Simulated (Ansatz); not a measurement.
This Ansatz 0.2.0 run on HfC needs a look.

File run.py:

```python
import json

import ase.io
import numpy as np
import spglib

import ansatz as az

atoms = ase.io.read("HfC.cif")
cell, frac, numbers = spglib.find_primitive((atoms.cell[:], atoms.get_scaled_positions(), atoms.numbers), symprec=1e-5)
atoms = ase.Atoms(numbers, cell=cell, scaled_positions=frac, pbc=True)
atoms.set_initial_magnetic_moments([0.5, 0.0])

calculation = (
    az.Crystal.from_ase(atoms)
    .calculation()
    .basis(density_ratio=0)
    .kpoints(10, 10, 10)
    .functional("rpbe", dispersion="d3bj")
    .pseudopotentials(kind="paw", partial_waves="polarizable")
    .spin("collinear")
    .scf(max_iterations=75, extra_bands=6)
    .occupations(method="fermi_dirac", width=0.1)
    .band_structure(path=(((0.0, 0.0, 0.0), (0.5, 0.0, 0.5), (0.5, 0.25, 0.75), (0.375, 0.375, 0.75), (0.0, 0.0,
        0.0), (0.5, 0.5, 0.5), (0.625, 0.25, 0.625), (0.5, 0.25, 0.75), (0.5, 0.5, 0.5), (0.375, 0.375, 0.75)),
        ((0.625, 0.25, 0.625), (0.5, 0.0, 0.5))), intervals=14)
    .fat_bands()
    .forces()
    .stress()
    .band_table(publish=True)
)
outcome = calculation.run(threads=2, events_out="events.jsonl")

report = outcome.report
for line in open("events.jsonl"):
    event = json.loads(line)
    if event["event"] == "scf_iter":
        d = event["data"]
        print(f"SCF {d['iter']:3d}  HF = {d['harris_foulkes_ev']:.6f} eV  dr2 = {d['dr2_ev']:.2e} eV")
    elif event["event"] in ("relax_step", "md_step"):
        d = event["data"]
        print(f"{event['event']} {d['step']:3d}  E = {d['lagrangian_ev']:.6f} eV")
np.set_printoptions(precision=5, suppress=True, linewidth=110)
print("converged:", report["converged"], "after", report["n_iterations"], "iterations")
print(f"free energy {report['free_energy_ev']:.6f} eV, Fermi level {report['fermi_energy_ev']:.4f} eV")
for key in ("band_edges_ev", "magnetization_mub", "site_moments_mub", "site_moments_nc_mub", "forces_ev_ang",
                "stress_gpa"):
    if report.get(key) is not None:
        print(key, np.array(report[key]), sep="\n")
```

Contents of HfC.cif:

```cif
data_HfC
_cell_length_a 4.65000000
_cell_length_b 4.65000000
_cell_length_c 4.65000000
_cell_angle_alpha 90.00000000
_cell_angle_beta 90.00000000
_cell_angle_gamma 90.00000000
_space_group_name_H-M_alt 'Fm-3m'
_space_group_name_Hall '-F 4 2 3'
_space_group_IT_number 225
loop_
_space_group_symop_operation_xyz
'x,y,z'
'-x,-y,-z'
'-y,x,z'
'y,-x,-z'
'-x,-y,z'
'x,y,-z'
'y,-x,z'
'-y,x,-z'
'x,-y,-z'
'-x,y,z'
'-y,-x,-z'
'y,x,z'
'-x,y,-z'
'x,-y,z'
'y,x,-z'
'-y,-x,z'
'z,x,y'
'-z,-x,-y'
'z,-y,x'
'-z,y,-x'
'z,-x,-y'
'-z,x,y'
'z,y,-x'
'-z,-y,x'
'-z,x,-y'
'z,-x,y'
'-z,-y,-x'
'z,y,x'
'-z,-x,y'
'z,x,-y'
'-z,y,x'
'z,-y,-x'
'y,z,x'
'-y,-z,-x'
'x,z,-y'
'-x,-z,y'
'-y,z,-x'
'y,-z,x'
'-x,z,y'
'x,-z,-y'
'-y,-z,x'
'y,z,-x'
'-x,-z,-y'
'x,z,y'
'y,-z,-x'
'-y,z,x'
'x,-z,y'
'-x,z,-y'
'x,y+1/2,z+1/2'
'-x,-y+1/2,-z+1/2'
'-y,x+1/2,z+1/2'
'y,-x+1/2,-z+1/2'
'-x,-y+1/2,z+1/2'
'x,y+1/2,-z+1/2'
'y,-x+1/2,z+1/2'
'-y,x+1/2,-z+1/2'
'x,-y+1/2,-z+1/2'
'-x,y+1/2,z+1/2'
'-y,-x+1/2,-z+1/2'
'y,x+1/2,z+1/2'
'-x,y+1/2,-z+1/2'
[... 41 lines left out ...]
'y+1/2,-x,z+1/2'
'-y+1/2,x,-z+1/2'
'x+1/2,-y,-z+1/2'
'-x+1/2,y,z+1/2'
'-y+1/2,-x,-z+1/2'
'y+1/2,x,z+1/2'
'-x+1/2,y,-z+1/2'
'x+1/2,-y,z+1/2'
'y+1/2,x,-z+1/2'
'-y+1/2,-x,z+1/2'
'z+1/2,x,y+1/2'
'-z+1/2,-x,-y+1/2'
'z+1/2,-y,x+1/2'
'-z+1/2,y,-x+1/2'
'z+1/2,-x,-y+1/2'
'-z+1/2,x,y+1/2'
'z+1/2,y,-x+1/2'
'-z+1/2,-y,x+1/2'
'-z+1/2,x,-y+1/2'
'z+1/2,-x,y+1/2'
'-z+1/2,-y,-x+1/2'
'z+1/2,y,x+1/2'
'-z+1/2,-x,y+1/2'
'z+1/2,x,-y+1/2'
'-z+1/2,y,x+1/2'
'z+1/2,-y,-x+1/2'
'y+1/2,z,x+1/2'
'-y+1/2,-z,-x+1/2'
'x+1/2,z,-y+1/2'
'-x+1/2,-z,y+1/2'
'-y+1/2,z,-x+1/2'
'y+1/2,-z,x+1/2'
'-x+1/2,z,y+1/2'
'x+1/2,-z,-y+1/2'
'-y+1/2,-z,x+1/2'
'y+1/2,z,-x+1/2'
'-x+1/2,-z,-y+1/2'
'x+1/2,z,y+1/2'
'y+1/2,-z,-x+1/2'
'-y+1/2,z,x+1/2'
'x+1/2,-z,y+1/2'
'-x+1/2,z,-y+1/2'
'x+1/2,y+1/2,z'
'-x+1/2,-y+1/2,-z'
'-y+1/2,x+1/2,z'
'y+1/2,-x+1/2,-z'
'-x+1/2,-y+1/2,z'
'x+1/2,y+1/2,-z'
'y+1/2,-x+1/2,z'
'-y+1/2,x+1/2,-z'
'x+1/2,-y+1/2,-z'
'-x+1/2,y+1/2,z'
'-y+1/2,-x+1/2,-z'
'y+1/2,x+1/2,z'
'-x+1/2,y+1/2,-z'
'x+1/2,-y+1/2,z'
'y+1/2,x+1/2,-z'
'-y+1/2,-x+1/2,z'
'z+1/2,x+1/2,y'
'-z+1/2,-x+1/2,-y'
'z+1/2,-y+1/2,x'
'-z+1/2,y+1/2,-x'
'z+1/2,-x+1/2,-y'
'-z+1/2,x+1/2,y'
'z+1/2,y+1/2,-x'
'-z+1/2,-y+1/2,x'
'-z+1/2,x+1/2,-y'
'z+1/2,-x+1/2,y'
'-z+1/2,-y+1/2,-x'
'z+1/2,y+1/2,x'
'-z+1/2,-x+1/2,y'
'z+1/2,x+1/2,-y'
'-z+1/2,y+1/2,x'
'z+1/2,-y+1/2,-x'
'y+1/2,z+1/2,x'
'-y+1/2,-z+1/2,-x'
'x+1/2,z+1/2,-y'
'-x+1/2,-z+1/2,y'
'-y+1/2,z+1/2,-x'
'y+1/2,-z+1/2,x'
'-x+1/2,z+1/2,y'
'x+1/2,-z+1/2,-y'
'-y+1/2,-z+1/2,x'
'y+1/2,z+1/2,-x'
'-x+1/2,-z+1/2,-y'
'x+1/2,z+1/2,y'
'y+1/2,-z+1/2,-x'
'-y+1/2,z+1/2,x'
'x+1/2,-z+1/2,y'
'-x+1/2,z+1/2,-y'
loop_
_atom_site_label
_atom_site_type_symbol
_atom_site_symmetry_multiplicity
_atom_site_Wyckoff_symbol
_atom_site_fract_x
_atom_site_fract_y
_atom_site_fract_z
_atom_site_occupancy
Hf1 Hf 4 b 0.5000000000 0.0000000000 0.0000000000 1
C1 C 4 a 0.0000000000 0.0000000000 0.0000000000 1
```

Potentials or basis: Ansatz PAW polarizable.

Run with:

```sh
$ python run.py
```

Output:

```text
Traceback (most recent call last):
  File "run.py", line 32, in <module>
  [frames inside libraries left out]
ansatz.RefusalError: invalid value for `basis.ecutrho_ratio`: must be in [1, 1024]; got 0
```

**Question.** Diagnose the run.

**Answer.** The input was rejected before any iteration. The input holds a flaw that was put in on purpose: a density cutoff under the waves' (basis.ecutrho_ratio = 0).
